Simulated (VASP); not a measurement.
Set up this calculation in VASP 6.6.1, as the native input.

```
Task                               : band structure
Functional                         : PBE0
Potentials or basis                : VASP PAW PBE potentials, release 64 (Si, C)
Cutoff                             : 520 eV
k mesh                             : 6 × 4 × 6
Occupations                        : gaussian, width 0.02 eV
Spin                               : no spin polarisation
Grid for exact exchange (PRECFOCK) : Normal
Exchange at q = 0                  : truncated
Further INCAR settings             : ALGO = Normal; EDIFF = 1e-07
```

Crystal: SiC.

```
Si C
1.0
     3.07874    0.00000    0.00000
     0.00000    4.35399    0.00000
     0.00000    0.00000    3.13607
Si C
2 2
Direct
  0.00000 0.00000 0.00000
  0.50000 0.50000 0.50000
  0.00000 0.25000 0.50000
  0.50000 0.75000 0.00000
```

The cell was built by a generator and isn't the measured one.

One way to write it, as run:

POSCAR

```
SiC                                     
1.0
    3.0787381452      0.0000000000      0.0000000000
    0.0000000000      4.3539932400      0.0000000000
    0.0000000000      0.0000000000      3.1360670110
  Si              C             
     2     2
Direct
     1.0000000000000000    0.0000000000000000    1.0000000000000000
     0.5000000000000000    0.5000000000000000    0.5000000000000000
     1.0000000000000000    0.2500000000000000    0.5000000000000000
     0.5000000000000000    0.7500000000000000    0.0000000000000000
```

INCAR.step1

```
  PREC = Accurate
  ENCUT = 520
  EDIFF = 1E-5
  ISMEAR = 0
  SIGMA = 0.02
  LREAL = F
  LASPH = T
  NELM = 80
  ALGO = Normal
  ISIF = 2
  LWAVE = T
  LCHARG = F
  GGA = PE
  KPAR = 4
```

INCAR.step2

```
  PREC = Accurate
  ENCUT = 520
  EDIFF = 1E-7
  ISMEAR = 0
  SIGMA = 0.02
  LREAL = F
  LASPH = T
  NELM = 80
  ALGO = Normal
  ISIF = 2
  LWAVE = F
  LCHARG = F
  GGA = PE
  LHFCALC = T
  AEXX = 0.25
  PRECFOCK = Normal
  HFRCUT = -1
  ISTART = 1
  KPAR = 4
```

KPOINTS

```
regular mesh
0
Gamma
  6 4 6
```

KPOINTS_OPT

```
path GXMGZRAZ,XR,MA
8
line-mode
reciprocal
 0.0000000000  0.0000000000  0.0000000000  G
 0.0000000000  0.0000000000 -0.5000000000  X

 0.0000000000  0.0000000000 -0.5000000000  X
-0.5000000000  0.0000000000 -0.5000000000  M

-0.5000000000  0.0000000000 -0.5000000000  M
 0.0000000000  0.0000000000  0.0000000000  G

 0.0000000000  0.0000000000  0.0000000000  G
 0.0000000000 -0.5000000000  0.0000000000  Z

 0.0000000000 -0.5000000000  0.0000000000  Z
 0.0000000000 -0.5000000000 -0.5000000000  R

 0.0000000000 -0.5000000000 -0.5000000000  R
-0.5000000000 -0.5000000000 -0.5000000000  A

-0.5000000000 -0.5000000000 -0.5000000000  A
 0.0000000000 -0.5000000000  0.0000000000  Z

 0.0000000000  0.0000000000 -0.5000000000  X
 0.0000000000 -0.5000000000 -0.5000000000  R

-0.5000000000  0.0000000000 -0.5000000000  M
-0.5000000000 -0.5000000000 -0.5000000000  A
```

Potentials or basis: VASP PAW PBE potentials, release 64 (Si, C).

Launch:

```bash
$ cat potpaw_PBE.64/Si/POTCAR potpaw_PBE.64/C/POTCAR > POTCAR
$ cp INCAR.step1 INCAR
$ mpirun -np 4 vasp_std > vasp.out
$ cp INCAR.step2 INCAR
$ mpirun -np 4 vasp_std > vasp.out
```

It gave:

```
Pressure                : -5.3 GPa
Largest force           : 0.131 eV/Å
Band gap on the k mesh  : 2.86 eV
Band gap along the path : 2.86 eV
```

Caveat: the PAW data sets were made with another functional, which shifts forces and pressure a little.

Wall time 17 min on 4 MPI ranks on AMD EPYC 9R45 96-Core Processor (Zen 5), on a shared host, peak memory 0.22 GiB a rank.
